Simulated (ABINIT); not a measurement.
# FeO (I4/mmm) in ABINIT: single point with PBEsol

Aim: the single point of FeO with PBEsol.

Program: ABINIT 10.8.3 (patched build). These are calculated values, not measurements. Logs are shortened: lines on timing, memory, paths and dates and some standing lists are left out, and cuts for length are marked. The log counts tension as positive stress, the text compression.

## Step 1: The structure

Symmetry: I4/mmm, No. 139, tetragonal system. Conventional cell: a = 3.204 Å, b = 3.204 Å, c = 4.167 Å, α = 90.00°, β = 90.00°, γ = 90.00°. Around Fe (site symmetry 4/mmm) lie 6 O at 2.08 to 2.27 Å. O (site symmetry 4/mmm) is surrounded by 6 Fe at 2.08 to 2.27 Å.

The cell comes from a database or a generator and needn't be the stable form of this composition.

## Step 2: Single point, PBEsol, collinear spin, ferromagnetic start

The input, run.abi:

```
# Pseudopotentials
pp_dirpath "./"
pseudos "Fe.GGA_PBE-JTH.xml, O.GGA_PBE-JTH.xml"

# Structure
acell 5.8165493714 5.8165493714 5.8165493714
rprim
    -0.5205039071     0.5205039071     0.6768687948
     0.5205039071    -0.5205039071     0.6768687948
     0.5205039071     0.5205039071    -0.6768687948
ntypat 2
znucl 26 8
natom 2
typat 1 2
xred
     0.0000000000     0.0000000000     0.0000000000
     0.5000000000     0.5000000000     0.0000000000

# Plane-wave basis
ecut 26.0
pawecutdg 48.0
pawxcdev 0

# k points
kptopt 1
ngkpt 12 12 12
nshiftk 1
shiftk 0.0 0.0 0.0

# Exchange and correlation
ixc -116133

# Bands and occupations
nband 16
occopt 3
tsmear 0.05 eV

# Spin
nsppol 2
spinat
     0.0000000000     0.0000000000     5.0000000000
     0.0000000000     0.0000000000     0.0000000000

# SCF cycle
nstep 100
tolvrs 1.0e-9

# Output
iomode 3
prtwf 0
prtden 0
prteig 0
prtebands 0
enunit 2
```

Potentials or basis: JTH PAW PBE v2.0.

Launch:

```
$ abinit run.abi > log 2>&1
```

run.abo:

```text
.Version 10.8.3 of ABINIT
 Symmetries : space group I4/m m m (#139); Bravais tI (body-center tetrag.)
================================================================================
 Values of the parameters that define the memory need of the present run
     intxc =       0    ionmov =       0      iscf =      17    lmnmax =      18
     lnmax =       6     mgfft =      30  mpssoang =       3    mqgrid =    3001
     natom =       2  nloc_mem =       2    nspden =       2   nspinor =       1
    nsppol =       2      nsym =      16    n1xccc =       1    ntypat =       2
    occopt =       3   xclevel =       2
       mpw =         929          nfft =       27000          nkpt =         163
 PAW method is used; the additional fine FFT grid is defined by:
   mgfftf=        40    nfftf =     64000
================================================================================
================================================================================

--------------------------------------------------------------------------------
------------- Echo of variables that govern the present computation ------------
--------------------------------------------------------------------------------
 -outvars: echo values of preprocessed input variables --------
            acell      5.8165493714E+00  5.8165493714E+00  5.8165493714E+00 Bohr
              amu      5.58470000E+01  1.59994000E+01
             ecut      2.60000000E+01 Hartree
           enunit           2
                       outvar_i_n : Printing only first  50 k-points.
              ixc     -116133
                       outvar_i_n : Printing only first  50 k-points.
         kptrlatt       12    0    0      0   12    0      0    0   12
          kptrlen      6.97985925E+01
            natom           2
            nband          16
            ngfft          30      30      30
          ngfftdg          40      40      40
             nkpt         163
           nspden           2
           nsppol           2
            nstep         100
             nsym          16
           ntypat           2
                       prtocc : prtvol=0, do not print more k-points.
                       1.000000  1.000000  1.000000  1.000000  1.000000  1.000000
                       1.000000  1.000000  1.000000  1.000000  1.000000  0.000000
                       0.000000  0.000000  0.000000  0.000000
                       1.000000  1.000000  1.000000  1.000000  1.000000  1.000000
                       1.000000  1.000000  1.000000  1.000000  1.000000  0.000000
                       0.000000  0.000000  0.000000  0.000000
                       1.000000  1.000000  1.000000  1.000000  1.000000  1.000000
                       1.000000  1.000000  1.000000  1.000000  1.000000  0.000000
                       0.000000  0.000000  0.000000  0.000000
                       1.000000  1.000000  1.000000  1.000000  1.000000  1.000000
                       1.000000  1.000000  1.000000  1.000000  1.000000  0.000000
                       0.000000  0.000000  0.000000  0.000000
                       1.000000  1.000000  1.000000  1.000000  1.000000  1.000000
                       1.000000  1.000000  1.000000  1.000000  1.000000  0.000000
                       0.000000  0.000000  0.000000  0.000000
                       1.000000  1.000000  1.000000  1.000000  1.000000  1.000000
                       1.000000  1.000000  1.000000  1.000000  1.000000  0.000000
[... 118 lines left out ...]
                       1.000000  1.000000  1.000000  1.000000  1.000000  1.000000
                       1.000000  1.000000  1.000000  1.000000  1.000000  0.000000
                       0.000000  0.000000  0.000000  0.000000
                       1.000000  1.000000  1.000000  1.000000  1.000000  1.000000
                       1.000000  1.000000  1.000000  1.000000  1.000000  0.000000
                       0.000000  0.000000  0.000000  0.000000
                       1.000000  1.000000  1.000000  1.000000  1.000000  1.000000
                       1.000000  1.000000  1.000000  1.000000  1.000000  0.000000
                       0.000000  0.000000  0.000000  0.000000
                       1.000000  1.000000  1.000000  1.000000  1.000000  1.000000
                       1.000000  1.000000  1.000000  1.000000  1.000000  0.000000
                       0.000000  0.000000  0.000000  0.000000
                       1.000000  1.000000  1.000000  1.000000  1.000000  1.000000
                       1.000000  1.000000  1.000000  1.000000  1.000000  0.000000
                       0.000000  0.000000  0.000000  0.000000
                       prtocc : prtvol=0, do not print more k-points.
           occopt           3
        pawecutdg      4.80000000E+01 Hartree
         pawxcdev           0
           prtden           0
        prtebands           0
           prteig           0
            prtwf           0
            rprim     -5.2050390710E-01  5.2050390710E-01  6.7686879480E-01
                       5.2050390710E-01 -5.2050390710E-01  6.7686879480E-01
                       5.2050390710E-01  5.2050390710E-01 -6.7686879480E-01
          spgroup         139
           spinat      0.0000000000E+00  0.0000000000E+00  5.0000000000E+00
                       0.0000000000E+00  0.0000000000E+00  0.0000000000E+00
           tolvrs      1.00000000E-09
           tsmear      1.83746611E-03 Hartree
            typat      1  2
           useylm           1
[... 147 lines left out ...]
 Total magnetization (from the atomic spheres):                3.860700
 Total magnetization (exact up - dn):                          4.001252

================================================================================

 ----iterations are completed or convergence reached----

 Mean square residual over all n,k,spin=   14.493E-09; max=  39.320E-06
 reduced coordinates (array xred) for    2 atoms
       0.000000000000      0.000000000000      0.000000000000
       0.500000000000      0.500000000000      0.000000000000
 rms dE/dt=  0.0000E+00; max dE/dt=  0.0000E+00; dE/dt below (all hartree)
    1       0.000000000000      0.000000000000      0.000000000000
    2       0.000000000000      0.000000000000      0.000000000000

 cartesian coordinates (angstrom) at end:
    1      0.00000000000000     0.00000000000000     0.00000000000000
    2      0.00000000000000     0.00000000000000     2.08339224871697

 cartesian forces (hartree/bohr) at end:
    1     -0.00000000000000    -0.00000000000000    -0.00000000000000
    2     -0.00000000000000    -0.00000000000000    -0.00000000000000
 frms,max,avg= 0.0000000E+00 0.0000000E+00   0.000E+00  0.000E+00  0.000E+00 h/b

 cartesian forces (eV/Angstrom) at end:
    1     -0.00000000000000    -0.00000000000000    -0.00000000000000
    2     -0.00000000000000    -0.00000000000000    -0.00000000000000
 frms,max,avg= 0.0000000E+00 0.0000000E+00   0.000E+00  0.000E+00  0.000E+00 e/A
 length scales=  5.816549371400  5.816549371400  5.816549371400 bohr
              =  3.077985371349  3.077985371349  3.077985371349 angstroms
 Fermi (or HOMO) energy (hartree) =   0.27309   Average Vxc (hartree)=  -0.43422
 Magnetization (Bohr magneton)=  4.00123771E+00
 Total spin up =  1.30006189E+01   Total spin down =  8.99938114E+00
 Eigenvalues (hartree) for nkpt= 163  k points, SPIN UP:
 kpt#   1, nband= 16, wtk=  0.00058, kpt=  0.0000  0.0000  0.0000 (reduced coord)
  -3.02078   -1.77740   -1.77688   -1.77688   -0.47298    0.12939    0.12939    0.12993
   0.13481    0.13872    0.13872    0.13979    0.14087    0.26206    0.82160    0.87122
      occupation numbers for kpt#   1
   1.00000    1.00000    1.00000    1.00000    1.00000    1.00000    1.00000    1.00000
   1.00000    1.00000    1.00000    1.00000    1.00000    0.99753    0.00000    0.00000
 prteigrs : prtvol=0 or 1, do not print more k-points.

 Eigenvalues (hartree) for nkpt= 163  k points, SPIN DOWN:
 kpt#   1, nband= 16, wtk=  0.00058, kpt=  0.0000  0.0000  0.0000 (reduced coord)
  -2.86990   -1.63010   -1.63010   -1.62810   -0.45322    0.14863    0.16051    0.16051
   0.24563    0.24563    0.25671    0.26043    0.27418    0.31007    0.82210    0.90558
      occupation numbers for kpt#   1
   1.00000    1.00000    1.00000    1.00000    1.00000    1.00000    1.00000    1.00000
   1.00000    1.00000    0.99987    0.99898    0.35651    0.00000    0.00000    0.00000
 prteigrs : prtvol=0 or 1, do not print more k-points.

 Fermi (or HOMO) energy (eV) =   7.43118   Average Vxc (eV)= -11.81561
 Eigenvalues (   eV  ) for nkpt= 163  k points, SPIN UP:
 kpt#   1, nband= 16, wtk=  0.00058, kpt=  0.0000  0.0000  0.0000 (reduced coord)
 -82.19960  -48.36551  -48.35128  -48.35128  -12.87043    3.52089    3.52089    3.53565
   3.66842    3.77472    3.77472    3.80383    3.83328    7.13110   22.35682   23.70712
 prteigrs : prtvol=0 or 1, do not print more k-points.

 Eigenvalues (   eV  ) for nkpt= 163  k points, SPIN DOWN:
 kpt#   1, nband= 16, wtk=  0.00058, kpt=  0.0000  0.0000  0.0000 (reduced coord)
 -78.09385  -44.35734  -44.35734  -44.30294  -12.33273    4.04448    4.36767    4.36767
   6.68395    6.68395    6.98542    7.08660    7.46071    8.43731   22.37050   24.64213
 prteigrs : prtvol=0 or 1, do not print more k-points.

--- !EnergyTerms
iteration_state     : {dtset: 1, }
comment             : Components of total free energy in Hartree
kinetic             :  1.95210482932201E+01
hartree             :  3.14488315060443E+01
xc                  : -6.18652140193475E+00
Ewald energy        : -9.27939561695599E+01
psp_core            :  5.43676232941900E+00
local_psp           : -8.78421287235985E+01
PAW spherical_terms : -1.00175297114513E+01
internal            : -1.40433493877861E+02
'-kT*entropy'       : -4.75559058978651E-04
total_energy        : -1.40433969436920E+02
total_energy_eV     : -3.82140298440432E+03
...

--- !EnergyTermsDC
iteration_state     : {dtset: 1, }
comment             : '"Double-counting" decomposition of free energy'
band_energy         : -1.54882834785652E+01
Ewald energy        : -9.27939561695599E+01
psp_core            :  5.43676232941900E+00
xc_dc               : -2.95501506316188E+01
PAW spherical_terms : -8.03786642967838E+00
internal            : -1.40433494380003E+02
'-kT*entropy'       : -4.75559058978651E-04
total_energy_dc     : -1.40433969939062E+02
total_energy_dc_eV  : -3.82140299806831E+03
...

--- !EnergyTermsWithPAWCore
iteration_state     : {dtset: 1, }
comment             : 'Components of total free energy, including PAW core contributions'
Total energy        : -1.34661913955066E+03
Total energy DC     : -1.34661914005280E+03
Total energy (eV)   : -3.66433735325437E+04
Total energy DC (eV): -3.66433735462076E+04
...

 Cartesian components of stress tensor (hartree/bohr^3)
  sigma(1 1)=  6.01718045E-04  sigma(3 2)=  0.00000000E+00
  sigma(2 2)=  6.01718045E-04  sigma(3 1)=  0.00000000E+00
  sigma(3 3)=  4.88243264E-04  sigma(2 1)=  0.00000000E+00

-Cartesian components of stress tensor (GPa)         [Pressure= -1.6590E+01 GPa]
- sigma(1 1)=  1.77031561E+01  sigma(3 2)=  0.00000000E+00
- sigma(2 2)=  1.77031561E+01  sigma(3 1)=  0.00000000E+00
- sigma(3 3)=  1.43646128E+01  sigma(2 1)=  0.00000000E+00

== END DATASET(S) ==============================================================
================================================================================

 -outvars: echo values of variables after computation  --------
            acell      5.8165493714E+00  5.8165493714E+00  5.8165493714E+00 Bohr
           etotal     -1.4043396994E+02
            fcart     -0.0000000000E+00 -0.0000000000E+00 -0.0000000000E+00
                      -0.0000000000E+00 -0.0000000000E+00 -0.0000000000E+00
            rprim     -5.2050390710E-01  5.2050390710E-01  6.7686879480E-01
                       5.2050390710E-01 -5.2050390710E-01  6.7686879480E-01
                       5.2050390710E-01  5.2050390710E-01 -6.7686879480E-01
           strten      6.0171804531E-04  6.0171804531E-04  4.8824326429E-04
                       0.0000000000E+00  0.0000000000E+00  0.0000000000E+00
           xangst      0.0000000000E+00  0.0000000000E+00  0.0000000000E+00
                       9.7311022369E-18  9.7311022369E-18  2.0833922487E+00
             xred      0.0000000000E+00  0.0000000000E+00  0.0000000000E+00
                       5.0000000000E-01  5.0000000000E-01  6.0739538817E-18
 Calculation completed.
```

Run time: 4.9 min. Hardware: 1 thread of Arm Neoverse V1, shared host; peak memory 0.23 GiB.

What came out:

```yaml
Free_energy: -3821.4030 eV
Pressure: -16.6 GPa
Band_gap_on_the_k_mesh: none (metal or under the smearing width)
Net_moment: 4.00 μB per cell
Site_moments: Fe +3.58; O +0.28 μB
Valence_electrons_inside_the_program's_atomic_spheres: Fe 14.10; O 4.49
```

Levels at points of the mesh, in eV from the Fermi level:
Spin up:
| k point | band 11 | band 12 | band 13 | band 14 | band 15 | band 16 |
| --- | --- | --- | --- | --- | --- | --- |
| (0.00, 0.00, 0.00) | -3.66 | -3.63 | -3.60 | -0.30 | 14.93 | 16.28 |
| (0.50, 0.00, 0.00) | -2.51 | -0.83 | -0.21 | 3.59 | 7.72 | 10.90 |
| (0.50, 0.50, 0.00) | -2.89 | -2.87 | -2.79 | 4.63 | 7.72 | 10.62 |
| (0.50, 0.50, 0.50) | -2.85 | -2.85 | -2.76 | 4.74 | 8.77 | 9.57 |
Spin down:
```csv
k point,band 5,band 6,band 7,band 8,band 9,band 10,band 11,band 12,band 13,band 14
"(0.00, 0.00, 0.00)",-19.76,-3.39,-3.06,-3.06,-0.75,-0.75,-0.45,-0.34,0.03,1.01
"(0.50, 0.00, 0.00)",-18.69,-7.66,-5.02,-4.85,0.26,0.52,0.63,2.22,2.81,4.11
"(0.50, 0.50, 0.00)",-18.73,-6.66,-4.47,-3.91,-1.88,0.52,0.55,0.80,1.02,5.96
"(0.50, 0.50, 0.50)",-18.59,-6.48,-4.44,-4.44,-1.98,0.71,0.72,0.72,1.05,6.06
```

Caveat: the PAW data sets were made with another functional, which shifts forces and pressure a little; a cell with one magnetic atom can't hold antiferromagnetic order, which such compounds often take; semilocal functionals often make such compounds metallic where correlation or magnetic order opens a gap, which also shifts bond lengths. With open d or f shells a metallic result of PBEsol can be an artefact of self-interaction; +U or a hybrid may open a gap.

## Step 3: For comparison

An earlier run on the cell as given: functional PBEsol; potentials or basis JTH PAW PBE v2.0; cutoff 707 eV; k mesh 12 × 12 × 12; occupations fermi-dirac, width 0.05 eV; collinear spin, ferromagnetic start; starting moments [3.0, 0.0] μB.

* Pressure: -16.6 GPa
* Band gap on the k mesh: none (metal or under the smearing width)
* Net moment: 4.00 μB per cell
* Site moments: Fe +3.58; O +0.28 μB
* Valence electrons inside the program's atomic spheres: Fe 14.10; O 4.49
